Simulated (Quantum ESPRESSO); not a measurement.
# Cs (P-1) in Quantum ESPRESSO: reference runs

How does Cs come out in PBE? The cell is run as given.

Everything below comes from runs of Quantum ESPRESSO 7.5. Logs are shortened: lines on timing, memory, paths and dates and some standing lists are left out, and cuts for length are marked.

## Step 1: The structure

The typed cell holds 1 atom: a = 5.536 Å, b = 5.692 Å, c = 5.646 Å, α = 58.68°, β = 60.12°, γ = 58.36°.

This isn't the form of Cs at room conditions, which is bcc.

## Step 2: Single point, PBE

pw.in reads:

```
&CONTROL
  calculation = 'scf'
  prefix = 'pwscf'
  outdir = './tmp'
  pseudo_dir = './pseudo'
  tprnfor = .true.
  tstress = .true.
  disk_io = 'low'
/
&SYSTEM
  ibrav = 0
  nat = 1
  ntyp = 1
  ecutwfc = 55
  ecutrho = 440
  nbnd = 10
  occupations = 'smearing'
  smearing = 'fd'
  degauss = 0.00367493
/
&ELECTRONS
  conv_thr = 2d-10
  electron_maxstep = 120
  mixing_beta = 0.5
/
ATOMIC_SPECIES
Cs   132.9055 Cs_pbe_v1.uspp.F.UPF
CELL_PARAMETERS angstrom
   0.0920810400    3.8522841600    3.9745477000
   4.0358804500    0.0527290300    4.0138997100
   4.0636887500    3.9194444700    0.0249207300
ATOMIC_POSITIONS crystal
Cs     0.0000000000    0.0000000000    0.0000000000
K_POINTS automatic
6 6 6 0 0 0
```

pp_density.in reads:

```
&INPUTPP
  prefix = 'pwscf'
  outdir = './tmp'
  filplot = 'density.dat'
  plot_num = 0
/
&PLOT
  nfile = 1
  filepp(1) = 'density.dat'
  iflag = 3
  output_format = 6
  fileout = 'density.cube'
/
```

pp_potential.in reads:

```
&INPUTPP
  prefix = 'pwscf'
  outdir = './tmp'
  filplot = 'potential.dat'
  plot_num = 11
/
&PLOT
  nfile = 1
  filepp(1) = 'potential.dat'
  iflag = 3
  output_format = 6
  fileout = 'potential.cube'
/
```

Potentials or basis: SSSP 1.3 efficiency PBE.

On the command line:

```console
$ OMP_NUM_THREADS=1 pw.x -in pw.in > pw.out
$ OMP_NUM_THREADS=1 pp.x -in pp_density.in > pp_density.out
$ OMP_NUM_THREADS=1 pp.x -in pp_potential.in > pp_potential.out
```

pw.out:

```text
This program is part of the open-source Quantum ESPRESSO suite
     for quantum simulation of materials; please cite
[... 9 lines left out ...]
     --------------------
     sticks:   dense  smooth     PW     G-vecs:    dense   smooth      PW
     Sum        3345    1683    495               129365    45757    7279

     Using Slab Decomposition

     bravais-lattice index     =            0
     lattice parameter (alat)  =      10.4612  a.u.
     unit-cell volume          =     830.1729 (a.u.)^3
     number of atoms/cell      =            1
     number of atomic types    =            1
     number of electrons       =         9.00
     number of Kohn-Sham states=           10
     kinetic-energy cutoff     =      55.0000  Ry
     charge density cutoff     =     440.0000  Ry
     scf convergence threshold =      2.0E-10
     mixing beta               =       0.5000
     number of iterations used =            8  plain     mixing
     Exchange-correlation= SLA  PW   PBE  PBE
                           (   1   4   3   4   0   0   0)

     celldm(1)=  10.461235  celldm(2)=   0.000000  celldm(3)=   0.000000
     celldm(4)=   0.000000  celldm(5)=   0.000000  celldm(6)=   0.000000

     crystal axes: (cart. coord. in units of alat)
               a(1) = (   0.016634   0.695880   0.717966 )
               a(2) = (   0.729045   0.009525   0.725074 )
               a(3) = (   0.734068   0.708012   0.004502 )

     reciprocal axes: (cart. coord. in units 2 pi/alat)
               b(1) = ( -0.707892  0.729479  0.702185 )
               b(2) = (  0.696690 -0.726706  0.688210 )
               b(3) = (  0.686389  0.705203 -0.699412 )

     PseudoPot. # 1 for Cs read from file:
     Cs_pbe_v1.uspp.F.UPF
     Pseudo is Ultrasoft + core correction, Zval =  9.0
     Generated by new atomic code, or converted to UPF format
     Using radial grid of  905 points,  6 beta functions with:
                l(1) =   0
                l(2) =   0
                l(3) =   1
                l(4) =   1
                l(5) =   2
                l(6) =   2
     Q(r) pseudized with  6 coefficients,  rinner =    1.500   1.500   1.500
                                                       1.500   1.500

     atomic species   valence    mass     pseudopotential
     Cs                9.00   132.90550     Cs( 1.00)

      2 Sym. Ops., with inversion, found

   Cartesian axes

     site n.     atom                  positions (alat units)
         1        Cs     tau(   1) = (   0.0000000   0.0000000   0.0000000  )

     number of k points=   112  Fermi-Dirac smearing, width (Ry)=  0.0037

     Number of k-points >= 100: set verbosity='high' to print them.

     Dense  grid:   129365 G-vectors     FFT dimensions: (  72,  72,  72)

     Smooth grid:    45757 G-vectors     FFT dimensions: (  50,  54,  54)

     Initial potential from superposition of free atoms

     starting charge       8.9606, renormalised to       9.0000
     Starting wfcs are   13 randomized atomic wfcs

     Self-consistent Calculation

     iteration #  1     ecut=    55.00 Ry     beta= 0.50
     Davidson diagonalization with overlap
     ethr =  1.00E-02,  avg # of iterations =  2.7

     Threshold (ethr) on eigenvalues was too large:
     Diagonalizing with lowered threshold

     Davidson diagonalization with overlap
     c_bands:  1 eigenvalues not converged
     ethr =  1.42E-05,  avg # of iterations =  6.7

     total energy              =     -63.06479429 Ry
     estimated scf accuracy    <       0.00136822 Ry

     iteration #  2     ecut=    55.00 Ry     beta= 0.50
     Davidson diagonalization with overlap
     ethr =  1.52E-05,  avg # of iterations =  2.0

     total energy              =     -63.06501135 Ry
     estimated scf accuracy    <       0.00015903 Ry

     iteration #  3     ecut=    55.00 Ry     beta= 0.50
     Davidson diagonalization with overlap
     c_bands:  1 eigenvalues not converged
     c_bands:  1 eigenvalues not converged
     c_bands:  1 eigenvalues not converged
     c_bands:  1 eigenvalues not converged
     ethr =  1.77E-06,  avg # of iterations =  4.1

     total energy              =     -63.06505223 Ry
     estimated scf accuracy    <       0.00001822 Ry

     iteration #  4     ecut=    55.00 Ry     beta= 0.50
     Davidson diagonalization with overlap
     ethr =  2.02E-07,  avg # of iterations =  3.5

     total energy              =     -63.06505821 Ry
     estimated scf accuracy    <       0.00000020 Ry

     iteration #  5     ecut=    55.00 Ry     beta= 0.50
     Davidson diagonalization with overlap
     ethr =  2.19E-09,  avg # of iterations =  3.9

     total energy              =     -63.06505892 Ry
     estimated scf accuracy    <       0.00000006 Ry

     iteration #  6     ecut=    55.00 Ry     beta= 0.50
     Davidson diagonalization with overlap
     ethr =  7.20E-10,  avg # of iterations =  2.1

     total energy              =     -63.06505906 Ry
     estimated scf accuracy    <       0.00000001 Ry

     iteration #  7     ecut=    55.00 Ry     beta= 0.50
     Davidson diagonalization with overlap
     ethr =  1.44E-10,  avg # of iterations =  2.1

     total energy              =     -63.06505909 Ry
     estimated scf accuracy    <          1.2E-09 Ry

     iteration #  8     ecut=    55.00 Ry     beta= 0.50
     Davidson diagonalization with overlap
     ethr =  1.35E-11,  avg # of iterations =  3.7

     total energy              =     -63.06505910 Ry
     estimated scf accuracy    <          1.2E-09 Ry

     iteration #  9     ecut=    55.00 Ry     beta= 0.50
     Davidson diagonalization with overlap
     ethr =  1.29E-11,  avg # of iterations =  2.0

     End of self-consistent calculation

     Number of k-points >= 100: set verbosity='high' to print the bands.

     the Fermi energy is     1.9413 ev

!    total energy              =     -63.06505910 Ry
     estimated scf accuracy    <          1.2E-10 Ry
     smearing contrib. (-TS)   =      -0.00101719 Ry
     internal energy E=F+TS    =     -63.06404192 Ry

     The total energy is F=E-TS. E is the sum of the following terms:
     one-electron contribution =     -18.44473230 Ry
     hartree contribution      =      10.40072622 Ry
     xc contribution           =     -30.13099938 Ry
     ewald contribution        =     -24.88903646 Ry

     convergence has been achieved in   9 iterations

     Forces acting on atoms (cartesian axes, Ry/au):

     atom    1 type  1   force =     0.00000000    0.00000000    0.00000000

     Total force =     0.000000     Total SCF correction =     0.000000

     Computing stress (Cartesian axis) and pressure

          total   stress  (Ry/bohr**3)                   (kbar)     P=       -0.67
  -0.00000463  -0.00000186  -0.00000106           -0.68       -0.27       -0.16
  -0.00000186  -0.00000454   0.00000022           -0.27       -0.67        0.03
  -0.00000106   0.00000022  -0.00000440           -0.16        0.03       -0.65

=------------------------------------------------------------------------------=
   JOB DONE.
=------------------------------------------------------------------------------=
```

It took 2.3 min on 1 thread of Intel Xeon Platinum 8259CL at 2.50GHz (Skylake/Cascade Lake), shared host; peak memory 0.58 GiB.

What came out:

```
Free energy            : -858.0438 eV
Pressure               : -0.1 GPa
Band gap on the k mesh : none (metal or under the smearing width)
```

Spin-orbit coupling is left out, which matters for the levels of Cs.
